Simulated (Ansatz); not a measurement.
# Zr (P6_3/mmc) in Ansatz: a series of runs

Runs on Zr. Level: PBE. Tasks: single point, equation of state.

Everything below comes from runs of Ansatz 0.2.0. Logs are shortened: lines on timing, memory, paths and dates and some standing lists are left out, and cuts for length are marked.

## (1) The crystal as given

It takes space group P6_3/mmc (No. 194, hexagonal). The conventional cell has a = 3.232 Å, b = 3.232 Å, c = 5.147 Å, α = 90.00°, β = 90.00°, γ = 120.00°. Around Zr (site symmetry -6m2) lie 12 Zr at 3.18 to 3.23 Å.

## (2) Single point, PBE, 21.88 Å³/atom (volume scaled by 0.94)

input.yaml

```yaml
crystal:
  lattice:
    - [3.1660223034, 0.0, 0.0]
    - [-1.5830111517, 2.7418557436, 0.0]
    - [0.0, 0.0, 5.0419297016]
  atoms:
    - { symbol: Zr, position: [0.6666666667, 0.3333333333, 0.75] }
    - { symbol: Zr, position: [0.3333333333, 0.6666666667, 0.25] }
hamiltonian:
  xc: pbe
  pseudopotentials: { kind: nc, source: spms }
kpoints:
  mp_grid: { grid: [9, 9, 5] }
scf:
  occupations: { method: fermi_dirac, width: 0.05 }
output:
  forces: true
  stress: true
  eigenvalues: true
```

Potentials or basis: SPMS NC.

Run with:

```console
ansatz run input.yaml --threads 2 --pin off --max-ram 5632MiB --backend cpu --events-out ev --progress --plain --runs-dir out
```

What it wrote:

```text
Warning: RAYON_NUM_THREADS=2 ignored (pool sized by the plan → 2); use --threads N
Engine: ansatz 0.2.0, aarch64-unknown-linux-gnu
Pseudopotentials: kind: nc
Pseudopotential: Zr, nc, valence charge 12, recommended cutoff 462.593566181796 eV (normal), Zr.nc.azcp
Functional definition: PBE
  parameter kappa = 0.804
  parameter beta = 0.06672455060314922
  exchange = pbe_x(kappa = kappa, mu = beta*pi^2/3)
  correlation = pbe_c(beta = beta)
Crystal: 2 atoms, lattice volume = 43.768 Å³
Basis set: ecut = 462.593566181796 eV, 989 PW (Γ), exchange–correlation on 48×48×72 points (8 copies of the dense FFT grid, shifted against one another)
Bands: 16, of which v1, the nominal top of the filled ones, is band 12 counted from 1 (11 counted from 0)
Symmetry: 24 space group operations
Space group: P63/mmc (ITA 194), of the structure as read, at distance tolerance 3.5e-5 Å
k-points: 36 of 405
Non-local potential: Zr, projectors of the file, l = 0: 2, l = 1: 2, l = 2: 2
Initial density: superposition of atomic densities (chi_scale 0.1, normalization cell)
Initial wavefunctions: pseudopotential atomic-orbital guess
Functional: x = pbe(κ = 0.804, μ = 0.2195149727645171), c = pbe(β = 0.06672455060314922)
SCF iter   1: F=—  HF=-2774.620469 eV  |F-HF|=—  |Δ(HF+E_count)|=         —  Δρ=2.97e-2  dr2=4.71e-1  ethr=3.10e-3  ⟨swp⟩=5.4  Hψ=2608  notcnv=0
preconditioner: auto → none  [metal: Δε(μ)=0.034 eV  Ē_g=3.423 eV  σ=0.050 eV  W_gap=0.17  n_scr=8 (ndim 8)  ℏωp=15.9 eV  f_vac=0.000  D(μ)=1.97/eV (n_scr^D=22)  sad-step TF]
SCF iter   2: F=—  HF=-2774.510838 eV  |F-HF|=—  |Δ(HF+E_count)|=   1.10e-1  Δρ=1.79e-2  dr2=1.68e-1  ethr=1.96e-3  ⟨swp⟩=2.0  Hψ=981  notcnv=0
SCF iter   3: F=—  HF=-2774.458130 eV  |F-HF|=—  |Δ(HF+E_count)|=   5.27e-2  Δρ=1.46e-3  dr2=5.01e-4  ethr=7.01e-4  ⟨swp⟩=2.2  Hψ=1088  notcnv=0
SCF iter   4: F=—  HF=-2774.457769 eV  |F-HF|=—  |Δ(HF+E_count)|=   3.61e-4  Δρ=2.75e-4  dr2=2.52e-5  ethr=2.09e-6  ⟨swp⟩=3.4  Hψ=1173  notcnv=0
SCF iter   5: F=—  HF=-2774.457760 eV  |F-HF|=—  |Δ(HF+E_count)|=   9.56e-6  Δρ=4.77e-5  dr2=2.56e-7  ethr=1.05e-7  ⟨swp⟩=2.1  Hψ=1007  notcnv=0
SCF iter   6: F=-2774.457760 eV  HF=-2774.457760 eV  |F-HF|=4.41e-9  |Δ(HF+E_count)|=   2.76e-8  Δρ=7.23e-6  dr2=1.16e-8  ethr=4.17e-10  ⟨swp⟩=7.1  Hψ=2965  notcnv=0
SCF 1 converged in 6 iterations: F = -2774.457760 eV  dr2 = 1.16e-8
SCF converged after 6 iterations
Free energy (F): -2774.457760 eV
Harris-Foulkes:  -2774.457760 eV  (|F-HF|=4.41e-9)
Internal energy: -2774.440755 eV  (E = F + TS)
E sigma→0 (E₀):  -2774.449257 eV
Entropy (-TS):   -0.017005 eV (-8.502 meV/atom)
Fermi energy:    15.035330 eV
--- Per-component energies (eV) ---
  E_band       = -168.226610
  E_kinetic    = 766.144552
  E_local      = -1177.038507  (includes V_loc(G=0)·N_el)
  E_nonlocal   = -44.910935
  E_hartree    = 372.807968
  E_xc         = -550.594876
  E_vxc        = -458.035569  (∫ρ·V_xc dr)
  E_ewald      = -2140.848957
  E_smearing   = -0.017005  (= −TS)
  E_closure    = 0.000000  (closes the sum)
  Σ components = -2774.457760   (vs F -2774.457760, Δ=0.00e0)
--- Forces (eV/Å), atoms counted from 1 ---
  atom   1  Zr     0.00000000     0.00000000    -0.00000000
  atom   2  Zr    -0.00000000    -0.00000000     0.00000000
  max |Σ_I F_I| component: 1.39e-17 eV/Å
--- Stress (GPa, compression-positive) ---
        6.783722       0.000000       0.000000
        0.000000       6.783722       0.000000
        0.000000       0.000000       8.289443
  P = ⅓ Tr σ = 7.2856 GPa (72.856 kbar)
--- Band table (eV; the first three rows and the last of 36) ---
  k-point 0: bands = ["-33.7092", "-33.5093", "-12.3560", "-11.3053", "-11.3053", "-11.1356", "-11.1356", "-11.1327", "9.2665", "11.8169", "15.8837", "15.8837", "16.0542", "16.4466", "16.6404", "16.6404"]
  k-point 1: bands = ["-33.6905", "-33.5288", "-12.2471", "-11.2893", "-11.2893", "-11.2586", "-11.1520", "-11.1520", "9.6194", "11.8120", "15.7360", "15.7360", "15.7875", "15.8385", "16.3877", "16.3877"]
  k-point 2: bands = ["-33.6411", "-33.5795", "-11.9548", "-11.5780", "-11.2472", "-11.2472", "-11.1948", "-11.1948", "10.5307", "11.4773", "15.0881", "15.2405", "15.6894", "15.6894", "15.9462", "15.9462"]
  k-point 35: bands = ["-33.4867", "-33.4867", "-12.0634", "-12.0634", "-11.8603", "-11.7388", "-11.3443", "-11.3443", "13.4314", "13.4857", "13.4857", "13.8074", "15.0673", "15.0673", "16.9342", "17.6028"]
```

Wall time 0.64 s (2 threads of Arm Neoverse V2, shared host); peak memory 0.26 GiB.

What came out:

* Free energy: -2774.4578 eV
* Pressure: 7.3 GPa
* Band gap on the k mesh: none (metal or under the smearing width)

## (3) Single point, PBE, 22.35 Å³/atom (volume scaled by 0.96)

Changes to input.yaml since step 2:

```diff
@@ -2,5 +2,5 @@
   lattice:
-    - [3.1660223034, 0.0, 0.0]
-    - [-1.5830111517, 2.7418557436, 0.0]
-    - [0.0, 0.0, 5.0419297016]
+    - [3.1883189697, 0.0, 0.0]
+    - [-1.5941594848, 2.7611652231, 0.0]
+    - [0.0, 0.0, 5.0774374186]
   atoms:
@@ -19 +19,5 @@
   eigenvalues: true
+  write_density: true
+  write_potential: true
+  elf: true
+  volumetric_format: npy
```

Potentials or basis: SPMS NC.

Run with:

```console
ansatz run input.yaml --threads 2 --pin off --max-ram 5632MiB --backend cpu --events-out ev --progress --plain --runs-dir out
```

Wall time 0.9 s (2 threads of Arm Neoverse V2, shared host); peak memory 0.26 GiB.

The run converged. Its results:

```
Free energy            : -2774.4931 eV
Pressure               : 4.9 GPa
Band gap on the k mesh : none (metal or under the smearing width)
```

## (4) Single point, PBE, 22.82 Å³/atom (volume scaled by 0.98)

Changes to input.yaml since step 3:

```diff
@@ -2,5 +2,5 @@
   lattice:
-    - [3.1883189697, 0.0, 0.0]
-    - [-1.5941594848, 2.7611652231, 0.0]
-    - [0.0, 0.0, 5.0774374186]
+    - [3.2103080712, 0.0, 0.0]
+    - [-1.6051540356, 2.7802083436, 0.0]
+    - [0.0, 0.0, 5.112455335]
   atoms:
@@ -19,5 +19 @@
   eigenvalues: true
-  write_density: true
-  write_potential: true
-  elf: true
-  volumetric_format: npy
```

Run with:

```console
ansatz run input.yaml --threads 2 --pin off --max-ram 5632MiB --backend cpu --events-out ev --progress --plain --runs-dir out
```

Run time: 0.66 s. Hardware: 2 threads of Arm Neoverse V2, shared host; peak memory 0.26 GiB.

Results (log left out):

- Free energy: -2774.5150 eV
- Pressure: 2.7 GPa
- Band gap on the k mesh: none (metal or under the smearing width)

## (5) Single point, PBE, 23.28 Å³/atom

Changes to input.yaml since step 4:

```diff
@@ -2,5 +2,5 @@
   lattice:
-    - [3.2103080712, 0.0, 0.0]
-    - [-1.6051540356, 2.7802083436, 0.0]
-    - [0.0, 0.0, 5.112455335]
+    - [3.232, 0.0, 0.0]
+    - [-1.616, 2.798994105, 0.0]
+    - [0.0, 0.0, 5.147]
   atoms:
```

Run with:

```console
ansatz run input.yaml --threads 2 --pin off --max-ram 5632MiB --backend cpu --events-out ev --progress --plain --runs-dir out
```

Run time: 0.82 s. Hardware: 2 threads of Arm Neoverse V2, shared host; peak memory 0.26 GiB.

The run converged. Its results:

```
Free energy            : -2774.5248 eV
Pressure               : 0.7 GPa
Band gap on the k mesh : none (metal or under the smearing width)
```

## (6) Single point, PBE, 23.75 Å³/atom (volume scaled by 1.02)

Changes to input.yaml since step 5:

```diff
@@ -2,5 +2,5 @@
   lattice:
-    - [3.232, 0.0, 0.0]
-    - [-1.616, 2.798994105, 0.0]
-    - [0.0, 0.0, 5.147]
+    - [3.2534045973, 0.0, 0.0]
+    - [-1.6267022986, 2.81753103, 0.0]
+    - [0.0, 0.0, 5.1810870861]
   atoms:
@@ -19 +19,5 @@
   eigenvalues: true
+  write_density: true
+  write_potential: true
+  elf: true
+  volumetric_format: npy
```

Potentials or basis: SPMS NC.

Run with:

```console
ansatz run input.yaml --threads 2 --pin off --max-ram 5632MiB --backend cpu --events-out ev --progress --plain --runs-dir out
```

Wall time 1.1 s (2 threads of Arm Neoverse V2, shared host); peak memory 0.27 GiB.

Results (log left out):

```
Free energy            : -2774.5233 eV
Pressure               : -1.2 GPa
Band gap on the k mesh : none (metal or under the smearing width)
```

## (7) Single point, PBE, 24.21 Å³/atom (volume scaled by 1.04)

Changes to input.yaml since step 6:

```diff
@@ -2,5 +2,5 @@
   lattice:
-    - [3.2534045973, 0.0, 0.0]
-    - [-1.6267022986, 2.81753103, 0.0]
-    - [0.0, 0.0, 5.1810870861]
+    - [3.2745311931, 0.0, 0.0]
+    - [-1.6372655966, 2.8358271987, 0.0]
+    - [0.0, 0.0, 5.2147314515]
   atoms:
@@ -19,5 +19 @@
   eigenvalues: true
-  write_density: true
-  write_potential: true
-  elf: true
-  volumetric_format: npy
```

Run with:

```console
ansatz run input.yaml --threads 2 --pin off --max-ram 5632MiB --backend cpu --events-out ev --progress --plain --runs-dir out
```

Wall time 0.74 s (2 threads of Arm Neoverse V2, shared host); peak memory 0.26 GiB.

The run converged. Its results:

| Quantity | Value |
| --- | --- |
| Free energy | -2774.5114 eV |
| Pressure | -2.9 GPa |
| Band gap on the k mesh | none (metal or under the smearing width) |

## (8) Single point, PBE, 24.68 Å³/atom (volume scaled by 1.06)

Changes to input.yaml since step 7:

```diff
@@ -2,5 +2,5 @@
   lattice:
-    - [3.2745311931, 0.0, 0.0]
-    - [-1.6372655966, 2.8358271987, 0.0]
-    - [0.0, 0.0, 5.2147314515]
+    - [3.2953886421, 0.0, 0.0]
+    - [-1.647694321, 2.8538902793, 0.0]
+    - [0.0, 0.0, 5.247947197]
   atoms:
```

Run with:

```console
ansatz run input.yaml --threads 2 --pin off --max-ram 5632MiB --backend cpu --events-out ev --progress --plain --runs-dir out
```

Run time: 0.81 s. Hardware: 2 threads of Arm Neoverse V2, shared host; peak memory 0.26 GiB.

The run converged. Its results:

| Property | Result |
| --- | --- |
| Free energy | -2774.4900 eV |
| Pressure | -4.4 GPa |
| Band gap on the k mesh | none (metal or under the smearing width) |

## (9) Equation of state, PBE

Potentials or basis: SPMS NC.

This step only gathers the single runs of the series.

Results:

```yaml
Equilibrium_volume: 23.45 Å³/atom
Bulk_modulus_at_fixed_shape_and_positions: 95 GPa
Pressure_derivative_of_the_bulk_modulus: 3.3
```

Energy against volume, from the lowest point:
| volume (Å³/atom) | energy (meV/atom) |
| --- | --- |
| 21.884 | 33.50 |
| 22.350 | 15.86 |
| 22.815 | 4.86 |
| 23.281 | 0.00 |
| 23.746 | 0.75 |
| 24.212 | 6.69 |
| 24.678 | 17.36 |

Caveat: the cell was scaled at fixed shape and fractional positions, which overstates the stiffness of a crystal with free parameters, most of all of layers and chains.
